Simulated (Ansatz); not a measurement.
# GaP: checking dH/dP = V

These are results of DFT PBE, scalar-relativistic, plane waves, PAW in Ansatz 0.2.0, not measurements. Run with 420 eV cutoff, 8×8×8 k-mesh, Gaussian smearing of 0.02 eV, no spin polarisation.

Starting point, cell and atoms relaxed:

```yaml
crystal:
  lattice:
    - [0.00000, 2.75256, 2.75256]
    - [2.75256, 0.00000, 2.75256]
    - [2.75256, 2.75256, 0.00000]
  atoms:
    - { symbol: Ga, position: [0.00000, 0.00000, 0.00000] }
    - { symbol: P, position: [0.25000, 0.25000, 0.25000] }
```

Cell and atoms were relaxed at each target pressure within the start's symmetry (F-43m), at zero temperature; other phases can be more stable under pressure. H = E + PV with P the target; E is the free energy at the smearing used, whose derivative the pressure is, per atom and counted from zero pressure. The mesh named is that at zero pressure; some other pressures ran on another.

```
P (GPa) V (Å³/atom) E − E0 (meV) H − H0 (meV)
      0       20.855           0.0           0.0
      3       20.128           6.7         383.6
      8       19.149          39.6         995.8
     15       18.099         112.9        1807.4
     30       16.526         328.5        3422.9
     60       14.584         857.0        6318.6
```

Problem. Thermodynamics gives dH/dP = V along a relaxed path. Integrate V over P by the trapezoid rule and compare with the computed enthalpies.

Solution. With 1 eV/Å³ = 160.22 GPa, each step adds the mean volume times ΔP / 160.22:
```
P (GPa)  ∫V dP (meV) H − H0 (meV) difference (meV)
      3        383.7         383.6               0.1
      8        996.6         995.8               0.8
     15       1810.3        1807.4               2.8
     30       3431.1        3422.9               8.2
     60       6343.7        6318.6              25.1
```

V(P) curves upward, so the trapezoid rule runs high; integrating a smooth curve through the same points puts that excess at about 23.1 meV at 60 GPa, against the 25.1 meV found. What is left comes from the shape of V(P) between points this far apart, and from the mesh, the smearing and the stress tolerance.

Problem. At 60 GPa, how much of the enthalpy change is stored energy and how much is the PV term?

Solution. E rises by 857 meV/atom and PV is 60 × 14.584 / 160.22 = 5462 meV/atom, so PV makes 86 % of ΔH. So between rival structures at high pressure a small difference in volume can outweigh the difference in energy: 1 % of this volume is worth 54.6 meV/atom at this pressure.

Problem. What bulk modulus do the lowest pressures give?

Solution. From the pressures that the runs reached, -2.99 GPa (21.780 Å³) and 3.00 GPa (20.128 Å³), B = −ΔP/Δln V = 5.99 / 0.0789 = 76 GPa, a mean over that range.

Problem. The gap is 1.233 eV at -2.99 GPa and 1.582 eV at 3.00 GPa. What pressure coefficient and volume deformation potential follow?

Solution. dE_g/dP = 58.3 meV/GPa, and a_V = dE_g/d ln V = −B dE_g/dP = -4.42 eV. A gap that opens under pressure, with a_V of several eV below zero, is what an s-like antibonding conduction edge gives, since compression pushes it up. If the edges move to other points of the zone within the range, this is a mean of two slopes. Gaps are Kohn–Sham gaps over the whole zone.